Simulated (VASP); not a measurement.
# WS2 (P6_3/mmc) in VASP: notebook

One crystal, WS2, is run at these levels: LDA; tasks: single point.

Program: VASP 6.6.1. These are calculated values, not measurements. Logs are shortened: lines on timing, memory, paths and dates and some standing lists are left out, and cuts for length are marked.

## (1) The structure

It takes space group P6_3/mmc (No. 194, hexagonal). Conventional cell: a = 3.180 Å, b = 3.180 Å, c = 12.500 Å, α = 90.00°, β = 90.00°, γ = 120.00°. Around W (site symmetry -6m2) lie 6 S at 2.45 Å. Around S (site symmetry 3m) lie 3 W at 2.45 Å.

## (2) Single point, LDA, collinear spin, typed start

Input file INCAR:

```
PREC     = Accurate       # precision mode
ENCUT    = 520            # plane-wave cutoff, eV
EDIFF    = 1E-6           # SCF threshold, eV
ISMEAR   = 0              # smearing method
SIGMA    = 0.05           # smearing width, eV
LREAL    = F              # projectors in reciprocal space
LASPH    = T              # aspherical terms in the spheres
NELM     = 150            # most SCF steps
ALGO     = Fast           # electronic algorithm
ISIF     = 2              # what is computed and relaxed
LWAVE    = F              # write WAVECAR
LCHARG   = F              # write CHGCAR
ISPIN    = 2              # spin polarisation
MAGMOM   = 2 -2 0 0 0 0   # initial moments
LORBIT   = 11             # projections on sites
LMAXMIX  = 4              # l up to which the mixer works
NBANDS   = 39             # bands
```

Input file KPOINTS:

```
regular mesh
0
Gamma
  7 7 2
```

Input file POSCAR:

```
WS2
1.0
    3.1799994900      0.0000000000      0.0000000000
   -1.5899997400      2.7539603400      0.0000000000
    0.0000000000      0.0000000000     12.4999993200
W S
2 4
Direct
    0.3333333333      0.6666666667      0.2500000000
    0.6666666667      0.3333333333      0.7500000000
    0.3333333333      0.6666666667      0.6200000000
    0.6666666667      0.3333333333      0.1200000000
    0.3333333333      0.6666666667      0.8800000000
    0.6666666667      0.3333333333      0.3800000000
```

Potentials or basis: VASP PAW LDA potentials, release 64 (W_sv, S).

Command:

```
$ cat potpaw_LDA.64/W_sv/POTCAR potpaw_LDA.64/S/POTCAR > POTCAR
$ mpirun -np 1 vasp_std > vasp.out
```

OUTCAR:

```text
PREC = Accurate
   ENCUT = 520
   EDIFF = 1E-6
   ISMEAR = 0
   LREAL = F
   LASPH = T
   NELM = 150
   ISIF = 2
   ISPIN = 2
   LORBIT = 11

 ion  position               nearest neighbor table
   1  0.333  0.667  0.250-   4 2.45   6 2.45   4 2.45   6 2.45   4 2.45   6 2.45
   2  0.667  0.333  0.750-   3 2.45   5 2.45   3 2.45   5 2.45   3 2.45   5 2.45
   3  0.333  0.667  0.620-   2 2.45   2 2.45   2 2.45
   4  0.667  0.333  0.120-   1 2.45   1 2.45   1 2.45
   5  0.333  0.667  0.880-   2 2.45   2 2.45   2 2.45
   6  0.667  0.333  0.380-   1 2.45   1 2.45   1 2.45

  LATTYP: Found a hexagonal cell.
 ALAT       =     3.1799994900
 C/A-ratio  =     3.9308180266

  Lattice vectors:

 A1 = (   3.1799994900,   0.0000000000,   0.0000000000)
 A2 = (  -1.5899997400,   2.7539603400,   0.0000000000)
 A3 = (   0.0000000000,   0.0000000000,  12.4999993200)

Analysis of symmetry for initial positions (statically):
=====================================================================
 Subroutine PRICEL returns:
 Original cell was already a primitive cell.

 Routine SETGRP: Setting up the symmetry group for a
 hexagonal supercell.

 Subroutine GETGRP returns: Found 24 space group operations
 (whereof 12 operations were pure point group operations)
 out of a pool of 24 trial point group operations.

The static configuration has the point symmetry D_3d.
 The point group associated with its full space group is D_6h.

Analysis of symmetry for dynamics (positions and initial velocities):
=====================================================================
 Subroutine PRICEL returns:
 Original cell was already a primitive cell.

 Routine SETGRP: Setting up the symmetry group for a
 hexagonal supercell.

 Subroutine GETGRP returns: Found 24 space group operations
 (whereof 12 operations were pure point group operations)
 out of a pool of 24 trial point group operations.

The dynamic configuration has the point symmetry D_3d.
 The point group associated with its full space group is D_6h.

Analysis of structural, dynamic, and magnetic symmetry:
=====================================================================
 Subroutine PRICEL returns:
 Original cell was already a primitive cell.

 Routine SETGRP: Setting up the symmetry group for a
 hexagonal supercell.

 Subroutine GETGRP returns: Found 24 space group operations
 (whereof 12 operations were pure point group operations)
 out of a pool of 24 trial point group operations.

The overall configuration has the point symmetry D_3d.
 The point group associated with its full space group is D_6h.

 Subroutine INISYM returns: Found 24 space group operations
 (whereof 12 operations are pure point group operations),
 and found     1 'primitive' translations

----------------------------------------------------------------------------------------

                                     Primitive cell

  volume of cell :     109.4699

  direct lattice vectors                    reciprocal lattice vectors
     3.179999490  0.000000000  0.000000000     0.314465459  0.181556717  0.000000000
    -1.589999740  2.753960340  0.000000000     0.000000000  0.363113435  0.000000000
     0.000000000  0.000000000 12.499999320     0.000000000  0.000000000  0.080000004

  length of vectors
     3.179999490  3.179999485 12.499999320     0.363113435  0.363113435  0.080000004

  position of ions in fractional coordinates (direct lattice)
     0.333333333  0.666666667  0.250000000
     0.666666667  0.333333333  0.750000000
     0.333333333  0.666666667  0.620000000
     0.666666667  0.333333333  0.120000000
     0.333333333  0.666666667  0.880000000
     0.666666667  0.333333333  0.380000000

  ion indices of the primitive-cell ions
   primitive index   ion index
                 1           1
                 2           2
                 3           3
                 4           4
                 5           5
[... 32 lines left out ...]
  0.285714 -0.000000  0.000000      6.000000
  0.428571  0.000000  0.000000      6.000000
  0.142857  0.142857  0.000000      6.000000
  0.285714  0.142857  0.000000     12.000000
[... 8 lines left out ...]
  0.428571  0.142857  0.500000      6.000000
  0.285714  0.285714  0.500000      6.000000
   k-points           NKPTS =     16   k-points in BZ     NKDIM =     16   number of bands    NBANDS=     39
   number of dos      NEDOS =    301   number of ions     NIONS =      6
   total plane-waves  NPLWV =  55296
   dimension x,y,z NGX =    24 NGY =   24 NGZ =   96
   dimension x,y,z NGXF=    48 NGYF=   48 NGZF=  192
   ions per type =               2   4
   NGX,Y,Z   is equivalent  to a cutoff of  12.55, 12.55, 12.77 a.u.
   NGXF,Y,Z  is equivalent  to a cutoff of  25.09, 25.09, 25.54 a.u.
 SYSTEM =  unknown system
   PREC   = accura    normal or accurate (medium, high low for compatibility)
   ISTART =      0    job   : 0-new  1-cont  2-samecut
   ICHARG =      2    charge: 1-file 2-atom 10-const
   ISPIN  =      2    spin polarized calculation?
   LNONCOLLINEAR =      F non collinear calculations
   LSORBIT =      F    spin-orbit coupling
   LASPH  =      T    aspherical Exc in radial PAW
   ENCUT  =  520.0 eV  38.22 Ry    6.18 a.u.   5.91  5.91 23.24*2*pi/ulx,y,z
   NELM   =    150;   NELMIN=  2; NELMDL= -5     # of ELM steps
   EDIFF  = 0.1E-05   stopping-criterion for ELM
   LREAL  =      F    real-space projection
   EDIFFG = 0.1E-04   stopping-criterion for IOM
   NSW    =      0    number of steps for IOM
   IBRION =     -1    ionic relax: 0-MD 1-quasi-New 2-CG
   NFREE  =      0    steps in history (QN), initial steepest desc. (CG)
   ISIF   =      2    stress and relaxation
   ISYM   =      2    0-nonsym 1-usesym 2-fastsym
   POTIM  = 0.5000    time-step for ionic-motion
   TEBEG  =    0.0;   TEEND  =   0.0 temperature during run
   PSTRESS=    0.0 pullay stress
   NELECT =      52.0000    total number of electrons
   NUPDOWN=      -1.0000    fix difference up-down
   EMIN   =  10.00;   EMAX   =-10.00  energy-range for DOS
   EFERMI =   0.00;   METHOD = LEGACY
   ISMEAR =     0;   SIGMA  =   0.05  broadening in eV -4-tet -1-fermi 0-gaus
   EFERMI_NEDOS =   21; number of points for ismear=-14 and -15
   IALGO  =     68    algorithm
   IMIX   =      4    mixing-type and parameters
     AMIX     =   0.40;   BMIX     =  1.00
     AMIX_MAG =   1.60;   BMIX_MAG =  1.00
  volume/ion in A,a.u.               =      18.24       123.12
  Fermi-wavevector in a.u.,A,eV,Ry     =   1.277353  2.413848 22.199694  1.631631
  Thomas-Fermi vector in A             =   2.409958
   LORBIT       =     11    0 simple, 1 ext, 2 COOP (PROOUT), +10 PAW based schemes
   GGA     = CA    functional components
   LHFCALC =     F    Hartree Fock is set to
   AEXX    =    0.0000 exact exchange contribution
   IVDW    =     0    specifies the selected vdW correction
   LEPSILON=     F    determine dielectric tensor
   LRPA    =     F    only Hartree local field effects (RPA)
 spin polarized calculation
 RMM-DIIS sequential band-by-band and
 Gauss-broadening in eV      SIGMA  =   0.05
  energy-cutoff  :      520.00
  volume of cell :      109.47
 maximum number of plane-waves:      2972
 NGX is ok and might be reduce to    24
   NGX = 11   NGY = 11   NGZ = 47

 number of electron      52.0000006 magnetization      -0.0000000

 number of electron      52.0000006 magnetization       0.0000000

 Free energy of the ion-electron system (eV)
  ---------------------------------------------------
  ext. energy  EPLUGINS =         0.00000000
  ---------------------------------------------------
  free energy    TOTEN  =       -52.23060232 eV

  energy without entropy =      -52.23060232  energy(sigma->0) =      -52.23060232

 E-fermi :   7.1371     XC(G=0): -11.1467

 val. band max:        6.8065771040   @ k =   0.0000   0.0000   0.0000
 cond. band min:       7.8294705463   @ k =   0.1429   0.1429   0.0000
 fundamental gap:      1.0228934423
 Fermi energy:         7.1370746874

 spin component 1

 k-point     1 :       0.0000    0.0000    0.0000
  band No.  band energies     occupation
      1     -67.2684      1.00000
      2     -67.2683      1.00000
      3     -31.7505      1.00000
      4     -31.7505      1.00000
      5     -31.5735      1.00000
      6     -31.5735      1.00000
[... 645 lines left out ...]
     37      13.9522      0.00000
     38      13.9522      0.00000
 Fermi energy:         7.1370746874

 spin component 2

 k-point     1 :       0.0000    0.0000    0.0000
  band No.  band energies     occupation
      1     -67.2684      1.00000
      2     -67.2683      1.00000
      3     -31.7505      1.00000
      4     -31.7505      1.00000
      5     -31.5735      1.00000
      6     -31.5735      1.00000
[... 645 lines left out ...]
     37      13.9522      0.00000
     38      13.9522      0.00000
 [bands above 38 left out]

------------------------ aborting loop because EDIFF is reached ----------------------------------------

  FORCE on cell =-STRESS in cart. coord.  units (eV):
  Direction    XX          YY          ZZ          XY          YZ          ZX
  --------------------------------------------------------------------------------------
  -------------------------------------------------------------------------------------
  Total       -6.4567576     -6.4567576     -9.9170903     -0.0000000      0.0000000      0.0000000
  in kB      -94.4996818    -94.4996816   -145.1443487     -0.0000002      0.0000000      0.0000000
  external PRESSURE =    -111.3812373 kB  Pullay stress =       0.0000000 kB

 VOLUME and BASIS-vectors are now :
 -----------------------------------------------------------------------------
  energy-cutoff  :      520.00
  volume of cell :      109.47
      direct lattice vectors                 reciprocal lattice vectors
     3.179999490  0.000000000  0.000000000     0.314465459  0.181556717  0.000000000
    -1.589999740  2.753960340  0.000000000     0.000000000  0.363113435  0.000000000
     0.000000000  0.000000000 12.499999320     0.000000000  0.000000000  0.080000004

 POSITION                                       TOTAL-FORCE (eV/Angst)
 -----------------------------------------------------------------------------------
      0.00000      1.83597      3.12500         0.000000     -0.000000      0.000000
      1.59000      0.91799      9.37500        -0.000000      0.000000      0.000000
      0.00000      1.83597      7.75000         0.000000      0.000000      1.440167
      1.59000      0.91799      1.50000        -0.000000     -0.000000      1.440167
      0.00000      1.83597     11.00000         0.000000      0.000000     -1.440167
      1.59000      0.91799      4.75000        -0.000000      0.000000     -1.440167
 -----------------------------------------------------------------------------------
    total drift:                               -0.000000      0.000000     -0.000000

  FREE ENERGIE OF THE ION-ELECTRON SYSTEM (eV)
  ---------------------------------------------------
  free  energy   TOTEN  =       -52.2306023170 eV

  energy  without entropy=      -52.2306023170  energy(sigma->0) =      -52.23060232

 total charge

# of ion       s       p       d       tot
------------------------------------------
    1        2.313   6.299   3.354  11.966
    2        2.313   6.299   3.354  11.966
    3        1.359   2.319   0.000   3.678
    4        1.359   2.319   0.000   3.678
    5        1.359   2.319   0.000   3.678
    6        1.359   2.319   0.000   3.678
--------------------------------------------------
tot         10.063  21.872   6.708  38.644

 magnetization (x)

# of ion       s       p       d       tot
------------------------------------------
    1        0.000   0.000  -0.000   0.000
    2       -0.000  -0.000   0.000  -0.000
    3       -0.000   0.000   0.000   0.000
    4        0.000  -0.000   0.000  -0.000
    5       -0.000   0.000   0.000   0.000
    6        0.000  -0.000   0.000  -0.000
--------------------------------------------------
tot          0.000   0.000   0.000   0.000
```

It took 1.7 min on 1 thread of Intel Xeon Platinum 8488C (Sapphire Rapids), shared host; peak memory 0.26 GiB.

Results:

```yaml
Free_energy: -52.2306 eV
Pressure: -11.1 GPa
Largest_force: 1.440 eV/Å
Band_gap_on_the_k_mesh: 1.02 eV, indirect (least direct gap 2.24 eV)
Net_moment: 0.00 μB per cell
Valence_electrons_inside_the_program's_atomic_spheres: W 11.97; S 3.68
```

Forces on the atoms (eV/Å):
```
W    0.000  0.000  0.000
W    0.000  0.000  0.000
S    0.000  0.000  1.440
S    0.000  0.000  1.440
S    0.000  0.000 -1.440
S    0.000  0.000 -1.440
```

Stress tensor (GPa, compression positive):
```
 -9.45   0.00   0.00
  0.00  -9.45   0.00
  0.00   0.00 -14.51
```

Caveat: spin-orbit coupling is left out, which moves the levels of the heavy elements; an odd mesh through Γ misses points on the zone boundary, where band edges often lie; forces of over 1 eV/Å show positions far from the minimum, so gaps and moduli don't describe the material at rest.

[end of part 1 of 2]
